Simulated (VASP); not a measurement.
Runs of VASP 6.6.1 on WSe2. The cell holds a sheet with vacuum, 3 atoms: a = 3.300 Å, b = 3.300 Å, c = 19.360 Å, α = 90.00°, β = 90.00°, γ = 120.00°. The cell was built by a generator and needn't be a form met in nature.

```tsv
task	level	spin	cell	k mesh	cutoff (eV)	dipole correction	grid for exact exchange (PRECFOCK)	screening parameter	gap on the mesh (eV)	largest force (eV/Å)
relaxation of cell and atoms	r2SCAN+rVV10	off	relaxed	12 × 12 × 1	600	no	-	-	(b)	-
work function	PBEsol	non-collinear, zero start, SOC	P-6m2, 61.01 Å³/atom	12 × 12 × 1	520	yes	-	-	-	(a)
work function	PBEsol	off	P-6m2, 61.01 Å³/atom	12 × 12 × 1	520	yes	-	-	1.57	0.07
work function	HSE06	off	P-6m2, 61.01 Å³/atom	6 × 6 × 1	520	yes	Fast	0.2 1/A	2.05	0.27
```

Alike in all rows: potentials or basis VASP PAW PBE potentials, release 64 (Se, W_sv); smearing gaussian 0.03 eV.

Q: Estimate the missing entries.

A: (a) 0.04; (b) 1.69.

Caveats: the PAW data sets were made with another functional, which shifts forces and pressure a little; spin-orbit coupling is left out, which moves the levels of the heavy elements (some runs).

A k mesh can miss the band edges, and rows without SOC leave out spin-orbit coupling on Se, W.
